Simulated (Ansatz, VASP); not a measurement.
Ca: VASP beside Ansatz

File INCAR:

```
PREC = Accurate ; ENCUT = 520
EDIFF = 1E-7 ; ISMEAR = -1
SIGMA = 0.1 ; LREAL = F
LASPH = T ; NELM = 80
ALGO = Normal ; ISIF = 2
LWAVE = F ; LCHARG = F
GGA = CA ; NBANDS = 17
```

Contents of KPOINTS:

```
regular mesh
0
Gamma
  11 11 6
```

File POSCAR:

```
Ca
1.0
    3.7227087095      0.0000000000      0.0000000000
   -1.8613543548      3.2239603134      0.0000000000
    0.0000000000      0.0000000000      6.1331410515
Ca
2
Direct
    0.3333333333      0.6666666667      0.2500000000
    0.6666666667      0.3333333333      0.7500000000
```

Input for Ansatz:

```yaml
crystal:
  lattice:
    - [3.7227087095, 0.0, 0.0]
    - [-1.8613543548, 3.2239603134, 0.0]
    - [0.0, 0.0, 6.1331410515]
  atoms:
    - { symbol: Ca, position: [0.3333333333, 0.6666666667, 0.25] }
    - { symbol: Ca, position: [0.6666666667, 0.3333333333, 0.75] }
hamiltonian:
  xc: lda
  pseudopotentials:
    kind: paw
    azcp:
      Ca: "pseudopotentials/Ca.paw.azcp"
basis:
  ecutwfc: 420
  fft_grid_basis: typed
kpoints:
  mp_grid: { grid: [11, 11, 6], shift: [0, 0, 0] }
magnetization:
  spin_polarized: false
scf:
  occupations: { method: fermi_dirac, width: 0.1 }
  lower_state_search: "off"
output:
  stress: true
```

Alike in both runs: task single point; functional LDA; k mesh 11 × 11 × 6; occupations fermi-dirac, width 0.1 eV; no spin polarisation.

|  | VASP | Ansatz |
| --- | --- | --- |
| version | VASP 6.6.1 | Ansatz 0.2.0 |
| potentials or method | VASP PAW LDA potentials, release 64 (Ca_sv) | plane waves (420 eV) with PAW, scalar-relativistic |
| plane-wave cutoff (eV) | 520 | 420 |
| valence electrons in the cell | 20 | 20 |

```csv
,VASP,Ansatz,Ansatz less VASP
pressure (GPa),0.8,0.8,-0.01
```

Ansatz warned: «pseudo_functional_mismatch».
